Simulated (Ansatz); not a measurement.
# In: how the settings move a single-point run

Question: which choices in the input matter for In?

Method: reference: DFT, r2SCAN, all-electron PAW with datasets made for the crystal, scalar-relativistic, in Ansatz 0.2.0.

**1. The structure to begin with**

Symmetry: I4/mmm, No. 139, tetragonal system. Conventional cell: a = 3.259 Å, b = 3.259 Å, c = 4.986 Å, α = 90.00°, β = 90.00°, γ = 90.00°. In (site symmetry 4/mmm) has 12 In at 3.26 to 3.40 Å as nearest neighbours.

Coordinates:

```cif
data_structure
_symmetry_space_group_name_H-M 'I4/mmm'
_symmetry_Int_Tables_number 139
_cell_length_a 3.2595
_cell_length_b 3.2595
_cell_length_c 4.9858
_cell_angle_alpha 90.000
_cell_angle_beta 90.000
_cell_angle_gamma 90.000
_cell_volume 52.97
loop_
_atom_site_label
_atom_site_type_symbol
_atom_site_symmetry_multiplicity
_atom_site_Wyckoff_symbol
_atom_site_fract_x
_atom_site_fract_y
_atom_site_fract_z
_atom_site_occupancy
In1 In 2 a 0.00000 0.00000 0.00000 1
```

**2. The reference run**

input.yaml

```yaml
crystal:
  lattice:
    - [-1.62973527, 1.62973527, 2.49289935]
    - [1.62973527, -1.62973527, 2.49289935]
    - [1.62973527, 1.62973527, -2.49289935]
  atoms:
    - { symbol: In, position: [0.0, 0.0, 0.0] }
kpoints:
  mp_grid: { grid: [14, 14, 14] }
  band_path:
    path:
      - [0.0, 0.0, 0.0]
      - [0.0, 0.0, 0.5]
      - [0.25, 0.25, 0.25]
      - [0.0, 0.5, 0.0]
      - [0.0, 0.0, 0.0]
      - [0.5, 0.5, -0.5]
      - [0.3568475698, 0.6431524302, -0.3568475698]
      - [-0.3568475698, 0.3568475698, 0.3568475698]
      - [0.0, 0.0, 0.0]
    npoints: 8
scf:
  occupations: { method: fermi_dirac, width: 0.03 }
hamiltonian:
  xc: r2scan
  pseudopotentials: { kind: all_electron, datasets: crystal }
output:
  forces: true
  stress: true
  eigenvalues: true
  efg: { contact_densities: true }
```

Started as:

```
$ ansatz run input.yaml --threads 1 --pin off --max-ram 2048MiB --backend cpu --events-out ev --progress --plain --runs-dir out
```

**3. Variant: mp_grid.shift [0.5, 0.5, 0.5], occupations.method tetrahedron, width left out**

Edit input.yaml of step 2 so:

```diff
@@ -8,3 +8,3 @@
 kpoints:
-  mp_grid: { grid: [14, 14, 14] }
+  mp_grid: { grid: [14, 14, 14], shift: [0.5, 0.5, 0.5] }
   band_path:
@@ -22,3 +22,3 @@
 scf:
-  occupations: { method: fermi_dirac, width: 0.03 }
+  occupations: { method: tetrahedron }
 hamiltonian:
```

Q: Predict the outcome of this session. Wanted: for each run, ending; energy change; pressure; gap; force.

**Answer**, as computed:

| run | ending | energy change | pressure (GPa) | gap (eV) | force (eV/Å) | cycles | time |
| --- | --- | --- | --- | --- | --- | --- | --- |
| reference | converged | 0 | -0.4 | 0.00 | 0.00 | 9 | 25 s |
| 1: mp_grid.shift [0.5, 0.5, 0.5], occupations.method tetrahedron, width left out | converged | +2.8 meV/atom (σ→0) | -0.3 | 0.00 | 0.00 | 9 | 26 s |

Residual by cycle in the longest SCF loop of each run; runs are numbered as in the table. The quantity is the density residual dr2, in eV.

| cycle | reference | run 1 |
| --- | --- | --- |
| 1 | 0.0591 | 0.0584 |
| 2 | 0.0284 | 0.0283 |
| 3 | 9.7e-4 | 9.6e-4 |
| 4 | 2.0e-4 | 2.0e-4 |
| 5 | 1.1e-4 | 8.5e-5 |
| 6 | 5.3e-5 | 4.0e-5 |
| 7 | 7.5e-7 | 2.5e-7 |
| 8 | 1.5e-9 | 1.6e-9 |
| 9 | 4.9e-10 | 8.7e-11 |

Changing the k-point mesh and smearing moves the energy by +2.8 meV/atom (σ→0 values). More than one kind of setting changed, and this run alone doesn't tell their shares apart.
